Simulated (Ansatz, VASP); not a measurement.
BN: VASP beside Ansatz

```
B N
1.0
     1.30318    0.75239    3.55848
    -1.30318    0.75239    3.55848
     0.00000   -1.50478    3.55848
B N
1 1
Direct
  0.99970 0.99970 0.99970
  0.33274 0.33274 0.33274
```

Change from the starting cell: strain +0.040 along x and y, +0.080 along z, atoms carried along.

Alike in both runs: task single point; functional PBE; dispersion D3(BJ); k mesh 12 × 12 × 12; occupations gaussian, width 0.05 eV; no spin polarisation.

|  | VASP | Ansatz |
| --- | --- | --- |
| version | VASP 6.6.1 | Ansatz 0.2.0 |
| potentials or method | VASP PAW PBE potentials, release 64 (B, N) | scalar-relativistic, plane waves, PAW |
| plane-wave cutoff (eV) | 520 | 420 |
| valence electrons in the cell | 8 | 8 |

VASP gave:

```
gap on the k mesh at the Fermi level (eV)       : 4.13
least direct gap on the mesh (eV)               : 4.38
pressure (GPa)                                  : -22.3
largest component of the traceless stress (GPa) : 21.07
rms of the force components (eV/Å)              : 0.013
```

Task: What did Ansatz give for the same quantities?

Result: gap on the k mesh at the Fermi level (eV): 4.14; least direct gap on the mesh (eV): 4.38; pressure (GPa): -22.4; largest component of the traceless stress (GPa): 21.23; rms of the force components (eV/Å): 0.012.

Atom by atom the forces differ by 0.000 eV/Å (rms over components).

Caveats: so large a pressure means that the cell lies far from this level's equilibrium, or that cutoff or potentials fall short (VASP). A k mesh can miss the band edges.
